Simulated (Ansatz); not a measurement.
**Calculated O-17 NMR of the central transition for SiO2 at a changed volume**

Cell: a COD entry, relaxed with PBE at fixed cell and then changed (volume scaled by 1.06, ions relaxed).

Space group P4_12_12 (No. 92); a = 5.0702, c = 7.0615 Å.

```csv
site,Wyckoff,site symmetry,x,y,z
Si,4a,..2,0.2957,0.2957,0.0000
O,8b,1,0.2406,0.0972,0.1763
```

One atom of each set is listed.

Method: Kohn–Sham DFT in Ansatz, PBE, plane waves and PAW, scalar-relativistic, 420 eV cutoff, Γ-centred 6×6×5 k-points, Fermi–Dirac smearing 0.02 eV.

O-17 has I = 5/2 and Q = -25.58 mb (Pyykkö 2018); at 21.1 T its Larmor frequency is ν₀ = 121.8 MHz. Only the quadrupole interaction is simulated: positions count from each site's isotropic chemical shift, and J coupling is left out, as are shift anisotropy and dipolar coupling, which fast spinning averages.

(1) Give C_Q, η, the quadrupolar product P_Q = |C_Q|(1 + η²/3)^½, the second-order isotropic shift and the breadth of the pattern (fast magic-angle spinning) for each O site.

## Answers

(1) 

```tsv
site	first shell	C_Q (MHz)	η	P_Q (MHz)	δ_QIS (ppm)	breadth (kHz)
O	2 Si at 1.62–1.63 Å, angle 148°	-6.09	0.15	6.11	-15.1	4.11
```

δ_QIS = −(ν_Q²/30ν₀²)[I(I+1) − 3/4](1 + η²/3) × 10⁶ ppm with ν_Q = 3|C_Q|/[2I(2I−1)]; it falls as 1/B₀² in ppm, and the breadth as 1/B₀ in kHz.

At O V_zz runs parallel to the line that joins its two neighbours (within 1°).
